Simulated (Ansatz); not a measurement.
Crystal: SiO2 (Cristobalite).

```
CELL_PARAMETERS angstrom
4.98200 0.00000 0.00000
0.00000 4.98200 0.00000
0.00000 0.00000 6.96300
ATOMIC_POSITIONS crystal
Si 0.79897 0.20103 0.75000
Si 0.70103 0.70103 0.50000
Si 0.20103 0.79897 0.25000
Si 0.29897 0.29897 0.00000
O 0.10347 0.23989 0.82187
O 0.26011 0.60347 0.07187
O 0.89653 0.76011 0.32187
O 0.73989 0.39653 0.57187
O 0.60347 0.26011 0.92813
O 0.76011 0.89653 0.67813
O 0.39653 0.73989 0.42813
O 0.23989 0.10347 0.17813
```

| Item | Value |
| --- | --- |
| Program | Ansatz 0.2.0 |
| Task | relaxation of cell and atoms |
| Functional | PBEsol |
| Dispersion | D4 |
| Potentials or basis | Ansatz PAW |
| Cutoff | 420 eV (not typed: the program's choice for these potentials) |
| k mesh | 6 × 6 × 4 |
| Occupations | fermi-dirac, width 0.05 eV |
| Spin | no spin polarisation |

At the start: volume 14.40 Å³/atom.

**Question.** How do energy, volume and symmetry change on relaxing?

**Answer.** It ends after 10 steps and the volume is 13.88 Å³/atom (-3.6 %); space group P4_12_12 (No. 92, to 0.05 Å).

Step by step:
```
step  energy change (eV)  largest force (eV/Å)  volume (Å³)
   1              0.0000                0.3033       172.82
   2             -0.0196                0.2021       173.97
   3             -0.0297                0.0552       175.01
   4             -0.0402                0.0434       173.66
   5             -0.0683                0.0070       168.87
   6             -0.0721                0.0152       167.89
   7             -0.0719                0.0005       167.97
   8             -0.0572                0.0004       167.97
   9             -0.0633                0.0023       166.52
  10             -0.0582                0.0024       166.52
```

Final structure:
```yaml
crystal:
  lattice:
    - [4.93766, 0.00000, 0.00000]
    - [0.00000, 4.93766, 0.00000]
    - [0.00000, 0.00000, 6.83016]
  atoms:
    - { symbol: Si, position: [0.80814, 0.19186, 0.75000] }
    - { symbol: Si, position: [0.69186, 0.69186, 0.50000] }
    - { symbol: Si, position: [0.19186, 0.80814, 0.25000] }
    - { symbol: Si, position: [0.30814, 0.30814, 0.00000] }
    - { symbol: O, position: [0.12163, 0.23550, 0.81203] }
    - { symbol: O, position: [0.26450, 0.62163, 0.06203] }
    - { symbol: O, position: [0.87837, 0.76450, 0.31203] }
    - { symbol: O, position: [0.73550, 0.37837, 0.56203] }
    - { symbol: O, position: [0.62163, 0.26450, 0.93797] }
    - { symbol: O, position: [0.76450, 0.87837, 0.68797] }
    - { symbol: O, position: [0.37837, 0.73550, 0.43797] }
    - { symbol: O, position: [0.23550, 0.12163, 0.18797] }
```

Caveat: the plane-wave basis is chosen anew once the cell has moved, so the energies of steps on either side of that aren't comparable; the pressure holds a Pulay correction of +0.6 GPa for the finite cutoff; the PAW data sets come from PBE, with cores solved anew for the run's functional, which leaves a small shift of forces and pressure.
